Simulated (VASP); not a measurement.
Wanted: the native input for a VASP 6.6.1 run.

| Property | Result |
| --- | --- |
| Task | single point |
| Functional | PBEsol |
| Potentials or basis | VASP PAW PBE potentials, release 64 (Bi_d) |
| Cutoff | 520 eV |
| k mesh | 14 × 14 × 14 |
| Occupations | gaussian, width 0.1 eV |
| Spin | no spin polarisation |
| Dipole correction | no |
| Further INCAR settings | ALGO = Fast; EDIFF = 1e-06; NBANDS = 14 |

The structure of Bi lies in POSCAR:

```
Bi
1.0
   -1.8879268250      2.0572598783      1.8809323752
    1.8879268250     -2.0572598783      1.8809323752
    1.9099603325      2.0792933858     -1.8809323752
Bi
1
Direct
    0.0000000000      0.0000000000      0.0000000000
```

This isn't the form of Bi at room conditions, which is rhombohedral.

The cell isn't the ideal one: strained and moved within a subgroup.

One way to write it, as run:

INCAR

```
  PREC = Accurate
  ENCUT = 520
  EDIFF = 1E-6
  ISMEAR = 0
  SIGMA = 0.1
  LREAL = F
  LASPH = T
  NELM = 100
  ALGO = Fast
  ISIF = 2
  LWAVE = F
  LCHARG = F
  GGA = PS
  NBANDS = 14
```

KPOINTS

```
regular mesh
0
Gamma
  14 14 14
```

Potentials or basis: VASP PAW PBE potentials, release 64 (Bi_d).

Command:

```bash
$ cat potpaw_PBE.64/Bi_d/POTCAR > POTCAR
$ mpirun -np 1 vasp_std > vasp.out
```

It gave:

```
Pressure               : 1.0 GPa
Band gap on the k mesh : none (metal or under the smearing width)
```

Caveat: the PAW data sets were made with another functional, which shifts forces and pressure a little; spin-orbit coupling is left out, which moves the levels of the heavy elements.

Wall time 3.2 min on 1 thread of Intel(R) Xeon(R) Platinum 8488C (Sapphire Rapids), on a shared host, peak memory 0.37 GiB.
